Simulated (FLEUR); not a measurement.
TiSi: equation of state with PBEsol

Crystal: TiSi.

```xyz
2
Lattice="1.8162 -2.1176 0.0000 1.8162 2.1176 0.0000 0.0000 0.0000 3.8039" Properties=species:S:1:pos:R:3 pbc="T T T"
Ti    1.8162    0.0000    0.0000
Si    0.0000    0.0000    1.9020
```

The cell comes from a database or a generator and needn't be the stable form of this composition.

- Program: FLEUR MaX-R8.1 (later development tree)
- Task: equation of state
- Functional: PBEsol
- Potentials or basis: all-electron
- Basis: FLAPW
- Kmax: 4.69 1/bohr
- k mesh: 10 × 10 × 7
- Occupations: fermi-dirac, width 0.05 eV
- Spin: no spin polarisation

```json
{
  "Equilibrium volume": "14.18 Å³/atom",
  "Bulk modulus at fixed shape and positions": "147 GPa",
  "Pressure derivative of the bulk modulus": "3.9"
}
```

Energy against volume, from the lowest point:
```tsv
volume (Å³/atom)	energy (meV/atom)
13.752	5.65
14.045	0.00
14.337	0.13
14.630	5.53
14.922	15.68
15.215	30.13
15.508	48.44
```

Caveat: the cell was scaled at fixed shape and fractional positions, which overstates the stiffness of a crystal with free parameters, most of all of layers and chains.
